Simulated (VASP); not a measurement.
PtS2:

```
CELL_PARAMETERS angstrom
3.54320 0.00000 0.00000
-1.77160 3.06850 0.00000
0.00000 0.00000 5.03880
ATOMIC_POSITIONS crystal
Pt 0.00000 0.00000 0.00000
S 0.66667 0.33333 0.77300
S 0.33333 0.66667 0.22700
```

Base run:

| Quantity | Value |
| --- | --- |
| Program | VASP 6.6.1 |
| Functional | PBEsol |
| Potentials or basis | VASP PAW PBE potentials, release 64 (Pt, S) |
| Cutoff | 520 eV |
| k mesh | 9 × 9 × 5 |
| Occupations | fermi-dirac, width 0.05 eV |
| Spin | no spin polarisation |

Its results: band gap on the k mesh 0.96 eV, indirect (least direct gap 1.00 eV); pressure 6.1 GPa; largest force 0.930 eV/Å.

Q: After a change of settings the same cell gave: band gap on the k mesh 1.39 eV, indirect (least direct gap 1.48 eV); pressure 12.3 GPa; largest force 1.357 eV/Å. Which change was it?
A. functional from PBEsol to LAK; further incar settings from ALGO = Normal; EDIFF = 1e-07; NBANDS = 18 to ALGO = Normal; EDIFF = 1e-07
B. functional from PBEsol to MS2; further incar settings from ALGO = Normal; EDIFF = 1e-07; NBANDS = 18 to ALGO = Normal; EDIFF = 1e-06; NBANDS = 18
C. functional from PBEsol to PBEsol0; k mesh from 9 × 9 × 5 to 5 × 5 × 3
D. functional from PBEsol to SCAN

A: A.

Caveats: the PAW data sets were made with another functional, which shifts forces and pressure a little; spin-orbit coupling is left out, which moves the levels of the heavy elements; an odd mesh through Γ misses points on the zone boundary, where band edges often lie (some runs).

Not every run made on this cell is shown here.
